**Q:** Suppose I stretch a lead telluride crystal evenly in all directions, so that every Pb–Te bond gets longer. My guess is that the band gap shrinks. Longer bonds couple the atoms less, so bonding and antibonding states should move towards each other. Is that what the calculation gives?

**A:** It gives the opposite. These are seven volumes of the same rocksalt crystal, computed with a density functional and without spin-orbit coupling.

Rocksalt PbTe at seven fixed volumes, computed with GPAW 26.7.0: PBEsol, PAW data sets made for this functional, plane waves up to 600 eV, no spin polarisation or spin-orbit coupling. The self-consistent runs use a 7 × 7 × 7 k mesh and Fermi-Dirac smearing of 0.05 eV; the gaps are read from 80 points along a path through the special points of the zone.

| volume (Å³/atom) | shortest distance (Å) | gap on path (eV) | direct gap on path (eV) |
| --- | --- | --- | --- |
| 29.842 | 3.102 | 0.312 | 0.312 |
| 31.746 | 3.166 | 0.484 | 0.484 |
| 32.728 | 3.199 | 0.559 | 0.559 |
| 33.730 | 3.231 | 0.628 | 0.628 |
| 34.752 | 3.263 | 0.690 | 0.690 |
| 35.794 | 3.296 | 0.746 | 0.746 |
| 37.941 | 3.360 | 0.839 | 0.839 |

The volume is counted per atom, and the shortest distance is the Pb–Te bond length, which I'll call $d$. The gap on path is the smallest gap found along lines between the special points of the Brillouin zone. It widens at every step, by 0.527 eV in total, and it equals the direct gap in each row. The widening also slows down: per unit of $\ln(\text{volume})$ it falls from 2.8 eV in the first step to 1.6 eV in the last.

**Q:** Then what is wrong with my bonding and antibonding states?

**A:** Nothing, at some wave vectors. For the volumes 31.746 and 35.794 Å³ per atom I can also look at the bands at single points. At Γ, the zone centre, the direct gap starts at 5.687 eV and falls by 0.594 eV between these two volumes. The smallest gap rises by 0.262 eV over the same stretch.

So one crystal does both things at once. Your picture describes the gap at Γ, but the smallest gap lies elsewhere, and any explanation has to say what differs between the two places. That place is L, in the direction of the cube diagonal. The computed path passes through L at every volume, and in the row where I compared the two, the band edges at L are exactly the smallest gap apart. This agrees with what is known of PbTe, and since the gap changes smoothly along the series, I take it to stay at L in the other rows.

**Q:** Why should the wave vector decide which orbitals talk to each other?

**A:** Take a Te p orbital that points along $x$, with one Pb neighbour on each side. Its two lobes have opposite signs. At Γ the wave has the same phase on both neighbours, so a Pb s orbital on the right adds what the one on the left takes away, and s–p coupling cancels. Coupling between p orbitals survives there, and it splits bonding from antibonding states just as you said.

At L the wave has opposite signs on the two neighbours. Now the two s contributions add up, and the p–p contributions between neighbours cancel. In formulas, s–p coupling along axis $j$ goes as $\sin(k_j d)$ and p–p coupling as $\cos(k_j d)$, where $k_j$ is the component of the wave vector along that axis. At Γ each $k_j d$ is zero, and at L each is $\pi/2$. For p orbitals and their nearest neighbours, the two points are thus the two pure limits: only p–p coupling at Γ, only s–p coupling at L.

**Q:** And why does s–p coupling close the gap instead of opening it?

**A:** Coupled levels repel, and the repulsion is stronger the closer they lie. The valence edge is mainly Te p and is pushed up by the Pb s level below it. The conduction edge is mainly Pb p and is pushed up by the Te s level. The first push narrows the gap and the second widens it.

Γ gives a hint as to which push should win, because there the s and p levels do not mix. At 31.746 Å³ per atom the Pb s level lies about 4 eV below the Te p states, while the Te s level lies about 17 eV below the conduction states. The orbital names are the standard assignment for this compound. These distances overstate the contrast, since s–s and p–p coupling shift the levels at Γ too, but the order should hold. If the two s–p couplings are of similar strength, the valence edge, with its nearer partner, is pushed up more than the conduction edge, and the net effect closes the gap.

**Q:** So stretching weakens the repulsion, the valence edge sinks back, and the gap opens. Is that the whole explanation?

**A:** It gives the right sign, but there is a point where it can be caught out. At W, a corner of the zone, $k_j d$ is $\pi/2$ along one axis only. Along the other two it is 0 and $\pi$, so p–p coupling splits the orbitals on those axes far apart. The states next to the gap belong to the remaining axis, where that coupling cancels. In this nearest-neighbour picture they feel the same kind of s–p repulsion as at L, but along one axis instead of three. If a weakening repulsion were the only change, the gap at W would also widen, only less.

It does not: between the same two volumes it falls from 1.980 to 1.927 eV. Something else must therefore be closing gaps as the crystal expands. The natural candidate is the separation between Pb p and Te p before any s–p repulsion acts. Te carries more negative charge than Pb, and the electrostatic field that holds the two sets of levels apart weakens as the atoms move apart. That cause is argued from general physics; the fall at W is a computed result.

**Q:** Two opposed effects can explain almost anything. Can you make them predict a number?

**A:** Yes, if W is used to pin them down. Call the underlying separation $D$ and the net repulsion along one axis $C$. Repulsion goes with the square of the coupling, so three axes count three times:

$$E_L = D - 3C, \qquad E_W = D - C .$$

Here $E_L$ is the smallest gap and $E_W$ the gap at W. Solving for the two parts gives $D = (3E_W - E_L)/2$ and $3C = 3(E_W - E_L)/2$. I evaluate both at the two volumes where I know the gap at W, and let each follow a power of $d$ through its two values. The other five gaps in the table are then predictions.

Take the most compressed row, which was not used to set the parts. At 31.746 Å³ per atom,

$$D = \frac{3(1.980) - 0.484}{2} = 2.728\ \text{eV}, \qquad 3C = \frac{3(1.980 - 0.484)}{2} = 2.244\ \text{eV}.$$

At 35.794 Å³ per atom the same formulas give

$$D = \frac{3(1.927) - 0.746}{2} = 2.517\ \text{eV}, \qquad 3C = \frac{3(1.927 - 0.746)}{2} = 1.771\ \text{eV}.$$

On a logarithmic scale, the compressed row lies outside this interval by a fraction of its length,

$$x = \frac{\ln(29.842/31.746)}{\ln(35.794/31.746)} = -0.515 .$$

Carrying both parts back by that fraction gives

$$E_L = 2.728\left(\frac{2.517}{2.728}\right)^{-0.515} - 2.244\left(\frac{1.771}{2.244}\right)^{-0.515} \approx 2.843 - 2.535 = 0.308\ \text{eV}.$$

The table has 0.312 eV.

**Q:** Would the simpler explanation, with the repulsion alone, have done as well?

**A:** Not in its usual form. A common rule lets the coupling fall as $1/d^2$, so the repulsion falls as $1/d^4$. Drawn through the same two rows, that law overshoots by 0.020 eV at both ends of the series, because it bends too little. The two opposed effects stay within 0.004 eV of all seven gaps. The contest is not quite even, though: that model also takes in the two gaps at W, and the repulsion it yields falls roughly as the inverse sixth power of $d$, steeper than the rule. Part of the better fit comes from this steeper fall.

Within this model the bend can be read as follows. The repulsion fades quickly with distance, so the opening it causes is strong at first and then slackens. The underlying separation shrinks more gently and keeps pulling the other way. A steeper single power might also reproduce the bend, but it would still have to explain why the gap at W falls.

**Q:** Then may I quote your 2.7 and 2.2 eV as the real sizes of the two effects?

**A:** No. They are combinations of computed gaps, and only their difference has been compared with the table. Te atoms also couple to other Te atoms, and Pb to Pb. Those couplings weaken on stretching too, and they are hidden inside my $D$ and $C$.

The factor of three is not firmly pinned down either. If I treat the gap at W as free of repulsion, the largest miss grows only to 0.010 eV. The numbers favour two opposed effects over a single $1/d^4$ law, but they cannot show how much of the closing effect comes from s–p coupling. That part rests on the symmetry argument and on what is generally known of this compound.

**Q:** I grow PbTe layers for infrared detectors. Can I read the cut-off wavelength from the table?

**A:** Not the wavelength, because spin-orbit coupling is left out. In PbTe it lowers the conduction edge and cuts the gap at L by several tenths of an eV, which may be enough to make the two edges meet or even cross in the most compressed row. Functionals of this kind also tend to make gaps too small, and the gap of PbTe is known to grow with temperature, which these runs leave out. No single gap in the table is therefore a forecast for a real crystal.

What you can use is the direction. As long as the bands keep their normal order, as they do in PbTe at ordinary pressure, a larger volume means a wider gap and a shorter cut-off wavelength. Around the middle of the table, one per cent more volume adds about 0.02 eV. This holds for even stretching of PbTe itself, not for a volume changed by alloying; and a layer clamped to a substrate is strained differently along and across the film, and these cells do not cover that case.

**Q:** If I repeat such a calculation for my own material, where am I most likely to go wrong?

**A:** One easy mistake is to take the gap from the regular mesh of wave vectors used for the total energy. In these runs that mesh misses L. It gives a gap that is too large by 0.43 eV in the most compressed row and by 0.23 eV in the most expanded one. Since the error shrinks along the series, it also hides about 0.2 eV of the 0.527 eV rise. Make sure that the point where the gap is smallest is really among those you compute.

**Q:** And how would I guess the sign for a related crystal before computing anything?

**A:** Think of the limit in which one coupling acts alone, and ask what it does to the two edge states. If they are bonding and antibonding partners of each other, their coupling holds them apart, and stretching brings them together. If instead a deeper level pushes the valence edge up towards the conduction edge, stretching relaxes that push, and the gap opens if this outweighs the shrinking separation of the levels themselves. In PbTe it does so at L but not at W.

Strong compression is where this table leaves a question open. There the repulsion should grow until the edges meet and change places, and from then on further squeezing would widen the gap at L again, as long as the crystal keeps its rocksalt structure. Real PbTe is known to leave that structure at a few gigapascals, roughly the pressure of the most compressed row. Without spin-orbit coupling the edges are still 0.312 eV apart in the most compressed row; with it they may already have crossed. At which volume does that happen?
